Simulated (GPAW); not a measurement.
Consider CdSe (zinc-blende (ZnSe)1-x(CdSe)x, x = 1, F-43m).

```xyz
16
Lattice="0.0000 6.0500 6.0500 6.0500 0.0000 6.0500 6.0500 6.0500 0.0000" Properties=species:S:1:pos:R:3 pbc="T T T"
Cd    0.0000    0.0000    0.0000
Se    1.5125    1.5125    1.5125
Cd    3.0250    3.0250    0.0000
Se    4.5375    4.5375    1.5125
Cd    3.0250    0.0000    3.0250
Se    4.5375    1.5125    4.5375
Cd    6.0500    3.0250    3.0250
Se    7.5625    4.5375    4.5375
Cd    0.0000    3.0250    3.0250
Se    1.5125    4.5375    4.5375
Cd    3.0250    6.0500    3.0250
Se    4.5375    7.5625    4.5375
Cd    3.0250    3.0250    6.0500
Se    4.5375    4.5375    7.5625
Cd    6.0500    6.0500    6.0500
Se    7.5625    7.5625    7.5625
```

Absorber: atom 2, with 4 Cd at 2.62 Å (tetrahedral). Method: GPAW, revPBE, excited-electron core hole (neutral cell), 16-atom cell with 8.6 Å between holes, 4×4×4 k points, dipole transitions, Gaussian full width 2.33 eV up to 4 eV, rising linearly to 3.5 eV at 25 eV.

Predict the near-edge structure at the Se K edge.

Main maxima up to 29 eV above the zero (height): 3.6 eV (1.48), 6.2 eV (1.51), 14.6 eV (1.16) and 23.6 eV (1.10). A K edge sees empty p states on the absorber. 

The Se K spectrum (energy from the bottom of the conduction band, which holds the excited electron; intensity scaled to a mean of 1 over the first 20 eV):

| E (eV) | intensity |
| --- | --- |
| -2.0 | 0.00 |
| -1.5 | 0.00 |
| -1.0 | 0.01 |
| -0.5 | 0.04 |
| 0.0 | 0.09 |
| 0.5 | 0.21 |
| 1.0 | 0.39 |
| 1.5 | 0.66 |
| 2.0 | 0.96 |
| 2.5 | 1.22 |
| 3.0 | 1.41 |
| 3.5 | 1.47 |
| 4.0 | 1.46 |
| 4.5 | 1.43 |
| 5.0 | 1.43 |
| 5.5 | 1.46 |
| 6.0 | 1.50 |
| 6.5 | 1.50 |
| 7.0 | 1.44 |
| 7.5 | 1.33 |
| 8.0 | 1.19 |
| 8.5 | 1.04 |
| 9.0 | 0.89 |
| 9.5 | 0.74 |
| 10.0 | 0.61 |
| 10.5 | 0.53 |
| 11.0 | 0.52 |
| 11.5 | 0.58 |
| 12.0 | 0.69 |
| 12.5 | 0.82 |
| 13.0 | 0.96 |
| 13.5 | 1.07 |
| 14.0 | 1.14 |
| 14.5 | 1.16 |
| 15.0 | 1.15 |
| 15.5 | 1.11 |
| 16.0 | 1.05 |
| 16.5 | 0.99 |
| 17.0 | 0.93 |
| 17.5 | 0.87 |
| 18.0 | 0.83 |
| 18.5 | 0.82 |
| 19.0 | 0.84 |
| 19.5 | 0.88 |
| 20.0 | 0.92 |
| 20.5 | 0.95 |
| 21.0 | 0.98 |
| 21.5 | 1.01 |
| 22.0 | 1.03 |
| 22.5 | 1.06 |
| 23.0 | 1.09 |
| 23.5 | 1.10 |
| 24.0 | 1.10 |
| 24.5 | 1.07 |
| 25.0 | 1.04 |
| 25.5 | 1.00 |
| 26.0 | 0.98 |
| 26.5 | 0.97 |
| 27.0 | 0.98 |
| 27.5 | 1.02 |
| 28.0 | 1.06 |
| 28.5 | 1.10 |
| 29.0 | 1.14 |
| 29.5 | 1.16 |

The script folds with a Gaussian, whereas the core hole's own line is a Lorentzian, so the onset is too steep and the first peak too high.

[Banner, clock and machine lines of the logs are left out without a mark of their own.]

[Logs are printed without paths, hosts, clocks, repeated set-up lines and the standing remarks that a program may print on its own settings, such as how far it seeks lower states.]

[Hosts, paths, dates, database ids (printed as entryN), source tags and the programs' standing remarks are cut or masked in the printed files.]

[Lists of maxima count a maximum above −3 eV only where it reaches 4 % of the highest in the window and stands out from its surroundings by 2 % of it (1.5 % where it reaches 55 %); shoulders and weaker maxima are passed over, and of the rest the first, up to two pre-edge ones and the few strongest are named.]
